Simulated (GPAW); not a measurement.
Write an ASE script for GPAW 26.7.0 that does the following.

| Item | Value |
| --- | --- |
| Task | band structure |
| Functional | LDA |
| Potentials or basis | the program's PAW data sets (release 1.2.1) made for this functional |
| Cutoff | 800 eV |
| Basis | pw |
| k mesh | 10 × 10 × 10 |
| Occupations | fermi-dirac, width 0.05 eV |
| Spin | no spin polarisation |
| Maxiter | 150 |
| Band path | GXWKGLUWLK,UX |
| Band points | 100 |

The system is WC.

```xyz
2
Lattice="0.0000 2.1927 2.1927 2.1927 0.0000 2.1927 2.1927 2.1927 0.0000" Properties=species:S:1:pos:R:3 pbc="T T T"
W     0.0000    0.0000    0.0000
C     2.1927    2.1927    2.1927
```

Measurements of this composition are mostly on another form, of space group No. 187.

The input as run:

run.py

```python
from ase import Atoms
from ase.dft.bandgap import bandgap
from ase.io import write
from ase.units import GPa
from gpaw import GPAW, PW

atoms = Atoms(['W', 'C'],
              cell=[[0.0, 2.192684, 2.192684],
                    [2.192684, 0.0, 2.192684],
                    [2.192684, 2.192684, 0.0]],
              scaled_positions=[[0.0, 0.0, 0.0],
                                [0.5, 0.5, 0.5]],
              pbc=True)

calc = GPAW(mode=PW(800),
            xc='LDA',
            kpts={'size': (10, 10, 10), 'gamma': True},
            occupations={'name': 'fermi-dirac', 'width': 0.05},
            nbands=19,
            convergence={'density': 1e-05, 'energy': 1e-05},
            maxiter=150,
            txt='gpaw.txt')
atoms.calc = calc
energy = atoms.get_potential_energy()
forces = atoms.get_forces()
stress = atoms.get_stress()
calc.write('gs.gpw')
write('result.traj', atoms)
print(f'Energy: {energy:.6f} eV')
print('Forces (eV/A):')
print(forces.round(4))
print('Stress (GPa):', (stress / GPa).round(3))
print('Fermi level:', round(calc.get_fermi_level(), 4), 'eV')
print(f'Gap: {bandgap(calc)[0]:.4f} eV, direct: {bandgap(calc, direct=True)[0]:.4f} eV')

path = atoms.cell.bandpath('GXWKGLUWLK,UX', npoints=100, eps=1e-4)
bs_calc = calc.fixed_density(kpts=path, symmetry='off', nbands=28,
                             convergence={'bands': 'CBM+6.0', 'eigenstates': 1e-6}, txt='bands.txt')
bs = bs_calc.band_structure()
bs.write('bs.json')
print(f'Gap on the path: {bandgap(bs_calc)[0]:.4f} eV')
```

Potentials or basis: the program's PAW data sets (release 1.2.1) made for this functional, pw.

Run with:

```console
$ OMP_NUM_THREADS=1 python run.py
```

It gave:

| Quantity | Value |
| --- | --- |
| Pressure | -17.9 GPa |
| Band gap along the path | none (metal or under the smearing width) |

Caveat: spin-orbit coupling is left out, which moves the levels of the heavy elements.

Run time: 51 s on 1 thread of Arm Neoverse V1, on a shared host, peak memory 0.25 GiB.
